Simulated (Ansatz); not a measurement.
## Relaxation of TaSi$_{2}$

Level of theory: DFT PBEsol, scalar-relativistic, plane waves, PAW (Ansatz 0.2.0). (420 eV cutoff, 12×12×6 k-mesh, Gaussian smearing of 0.10 eV, no spin polarisation)

What was changed: relaxed at -2 GPa.

Spin–orbit coupling is left out, which can shift energies with elements as heavy as these.

Command:

```bash
ansatz run input.yaml --threads 2 --pin off --max-ram 5120MiB --backend cpu --events-out ev --progress --plain --runs-dir out
```

Input:

```yaml
crystal:
  lattice:
    - [4.7914173576, 0.0, 0.0]
    - [-2.3957086788, 4.1494891519, 0.0]
    - [0.0, 0.0, 6.5980428384]
  atoms:
    - { symbol: Ta, position: [0.5, 0.0, 0.0] }
    - { symbol: Ta, position: [0.5, 0.5, 0.6666666667] }
    - { symbol: Ta, position: [0.0, 0.5, 0.3333333333] }
    - { symbol: Si, position: [0.1592827541, 0.3185655082, 0.0] }
    - { symbol: Si, position: [0.8407172459, 0.1592827541, 0.6666666667] }
    - { symbol: Si, position: [0.6814344918, 0.8407172459, 0.3333333333] }
    - { symbol: Si, position: [0.8407172459, 0.6814344918, 0.0] }
    - { symbol: Si, position: [0.1592827541, 0.8407172459, 0.6666666667] }
    - { symbol: Si, position: [0.3185655082, 0.1592827541, 0.3333333333] }
basis:
  ecutwfc: 420
kpoints:
  mp_grid: { grid: [12, 12, 6] }
hamiltonian:
  xc: pbesol
scf:
  occupations: { method: gaussian, width: 0.1 }
output:
  forces: true
  stress: true
  eigenvalues: true
  write_density: true
  write_potential: true
  elf: true
  volumetric_format: npy
relax:
  adjacent_minimum: "off"
  f_tol: 0.008
  max_steps: 50
  cell: { stress_tol: 0.08, p_target: -2.0 }
```

F is the free energy. Steps run on the plane waves of an earlier cell, but the last one, and at times one on the way, on a freshly chosen basis, so a repeated geometry can differ a little in energy. The relaxation lowers the enthalpy F + PV at the target pressure, so F itself can rise.

Steps:

```json
{"step": "1", "F − F(1) (eV)": "0.0000", "largest force component (eV/Å)": "0.000", "V (Å³/atom)": "14.576", "P (GPa)": "-3.65"}
{"step": "2", "F − F(1) (eV)": "-0.0272", "largest force component (eV/Å)": "0.039", "V (Å³/atom)": "14.368", "P (GPa)": "-0.92"}
{"step": "3", "F − F(1) (eV)": "-0.0204", "largest force component (eV/Å)": "0.004", "V (Å³/atom)": "14.451", "P (GPa)": "-2.02"}
{"step": "4", "F − F(1) (eV)": "-0.0201", "largest force component (eV/Å)": "0.004", "V (Å³/atom)": "14.451", "P (GPa)": "-2.02"}
```

Relaxed structure:

```
CELL_PARAMETERS angstrom
4.77956 0.00000 0.00000
-2.38978 4.13922 0.00000
0.00000 0.00000 6.57418
ATOMIC_POSITIONS crystal
Ta 0.50000 0.00000 0.00000
Ta 0.50000 0.50000 0.66667
Ta 0.00000 0.50000 0.33333
Si 0.15927 0.31854 0.00000
Si 0.84073 0.15927 0.66667
Si 0.68146 0.84073 0.33333
Si 0.84073 0.68146 0.00000
Si 0.15927 0.84073 0.66667
Si 0.31854 0.15927 0.33333
```

The structure is hexagonal, space group P6_422 (No. 181). The conventional cell has a = 4.780 Å, b = 4.780 Å, c = 6.574 Å, α = 90.00°, β = 90.00°, γ = 120.00°. Ta (site symmetry 222) is surrounded by 10 Si at 2.61 to 2.82 Å. Si (site symmetry 2) has 5 Si at 2.56 to 2.82 Å and 5 Ta at 2.61 to 2.82 Å as nearest neighbours.

The run converged. The run took 93 s on 2 threads of Arm Neoverse V1 (shared host), peak memory 0.6 GiB.